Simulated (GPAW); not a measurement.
Runs of GPAW 26.7.0 on BaTiO3. The structure is tetragonal, space group P4mm (No. 99). The conventional cell has a = 4.000 Å, b = 4.000 Å, c = 4.018 Å, α = 90.00°, β = 90.00°, γ = 90.00°. Ba (site symmetry 4mm) has 12 O at 2.79 to 2.88 Å as nearest neighbours. Around Ti (site symmetry 4mm) lie 6 O at 1.89 to 2.13 Å. Around O (site symmetry 2mm) lie 2 Ti at 2.00 Å. O (site symmetry 4mm) has 2 Ti at 1.89 to 2.13 Å as nearest neighbours. 

```csv
task,level,potentials or basis,spin,U,k mesh,cutoff (eV),smearing,data set,supercell,supercell k mesh,temperature,time step,mesh quality,gap on the mesh (eV),pressure (GPa),largest force (eV/Å)
single point,PBE+U,"JTH PAW 2.0, PBE, pw",off,Ti d U = 3 eV,6 × 6 × 6,650,fermi-dirac 0.01 eV,"Ba jth, O jth, Ti jth",-,-,-,-,not flagged,2.29,5.5,0.30
single point,LDA+U,"the program's PAW data sets (release 1.2.1) made for this functional, pw",off,Ti d U = 1 eV,6 × 6 × 6,600,fermi-dirac 0.01 eV,-,-,-,-,-,not flagged,1.85,-11.2,(b)
eps q,LDA+U,"the program's PAW data sets (release 1.2.1) made for this functional, pw",off,Ti d U = 1 eV,6 × 6 × 6,600,fermi-dirac 0.001 eV,-,-,-,-,-,not flagged,1.85,-,-
one-shot levels of the hybrid HSE06,PBE,"GPAW PAW data sets (gpaw-data 1.2.1), pw",off,-,3 × 3 × 3,600,fermi-dirac 0.05 eV,-,-,-,-,-,coarse,2.04,(a),(c)
Fermi surface,r2SCAN,"GPAW PAW data sets (gpaw-data 1.2.1), pw",off,-,5 × 5 × 5,800,fermi-dirac 0.05 eV,-,-,-,-,-,not flagged,2.34,0.7,0.35
band structure,AM05,"PAW data sets generated in the run's folder for this functional, pw","SOC, no magnetisation",-,4 × 4 × 4,800,fermi-dirac 0.05 eV,-,-,-,-,-,coarse,1.75,-1.7,0.36
```

Alike in all rows: cell as given.

Fill in the values left out.

(a) -0.4; (b) 0.28; (c) 0.47.

Caveats: some runs use coarse meshes; spin-orbit coupling is left out, which moves the levels of the heavy elements (some runs); the cutoff is short for stress and forces, so pressures can be off by a GPa or more (some runs); an odd mesh through Γ misses points on the zone boundary, where band edges often lie (some runs); this set's barium file shifts pressures by 1.5 GPa and gaps by 0.1 eV against other sets (some runs); the program truncates these outside data sets (some runs); response on these states lacks terms of the Hamiltonian (some runs); energy and the plain gap are those of the semilocal run (some runs).

A k mesh can miss the band edges, and rows without SOC leave out spin-orbit coupling on Ba.
